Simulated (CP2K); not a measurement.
Runs of CP2K 2026.2 on HfO2. Symmetry: Fm-3m, No. 225, cubic system. Conventional cell: a = 5.115 Å, b = 5.115 Å, c = 5.115 Å, α = 90.00°, β = 90.00°, γ = 90.00°. Around Hf (site symmetry m-3m) lie 8 O at 2.21 Å. O (site symmetry -43m) has 4 Hf at 2.21 Å as nearest neighbours. Measurements of this composition are mostly on another form, of space group No. 14.

```tsv
level	U	PLUS_U_METHOD	gap on the mesh (eV)
PBE+U	Hf d U = 4.0 eV	MULLIKEN	5.07
PBE+U	Hf d U = 8.0 eV	MULLIKEN	5.53
PBE+U	Hf d U = 2.0 eV	MULLIKEN	(a)
PBE+U	Hf d U = 6.0 eV	MULLIKEN	5.53
PBE	-	-	3.97
```

Alike in all rows: task projected density of states; potentials or basis GTH_POTENTIALS Hf GTH-PBE-q12, O GTH-PBE-q6; DZVP-MOLOPT-SR-GTH basis; no spin polarisation; cell as given; k mesh 7 × 7 × 7; smearing fermi-dirac 0.05 eV.

Problem. Fill in the values left out.

Solution. (a) 4.52.

Caveats: spin-orbit coupling is left out, which moves the levels of the heavy elements; an odd mesh through Γ misses points on the zone boundary, where band edges often lie; the basis of atomic orbitals isn't converged, which shifts pressures, moduli and gaps; this program's U acts on Mulliken populations of all basis functions of the shell, so it isn't the U of plane-wave codes (some runs); energies scatter by some meV and the pressure isn't listed (some runs); the real-space grid breaks the cell's symmetry a little (some runs).

A k mesh can miss the band edges, and the runs leave out spin-orbit coupling on Hf.
